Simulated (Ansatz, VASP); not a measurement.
## AlNi: VASP beside Ansatz

```
Ni Al
1.0
     2.88100    0.00000    0.00000
     0.00000    2.88100    0.00000
     0.00000    0.00000    2.88100
Ni Al
1 1
Direct
  0.50000 0.50000 0.50000
  0.00000 0.00000 0.00000
```

Alike in both runs: task single point; functional PBE; k mesh 9 × 9 × 9; occupations gaussian, width 0.015 eV; collinear spin.

```csv
,VASP,Ansatz
version,VASP 6.6.1,Ansatz 0.2.0
potentials or method,"VASP PAW PBE potentials, release 64 (Ni, Al), cutoff 520 eV","all-electron LAPW, scalar-relativistic"
```

|  | VASP | Ansatz | Ansatz less VASP |
| --- | --- | --- | --- |
| gap on the k mesh at the Fermi level (eV) | none | none | - |
| pressure (GPa) | 1.8 | 1.9 | +0.02 |
| net moment per atom (μB) | 0.00 | 0.00 | 0.000 |

A gap of «none» marks a metal or a gap that the smearing closes. Ansatz ran all-electron here, so the differences hold the error of VASP's frozen core and of both bases.

Caveats: the starting moments weren't kept (Ansatz).
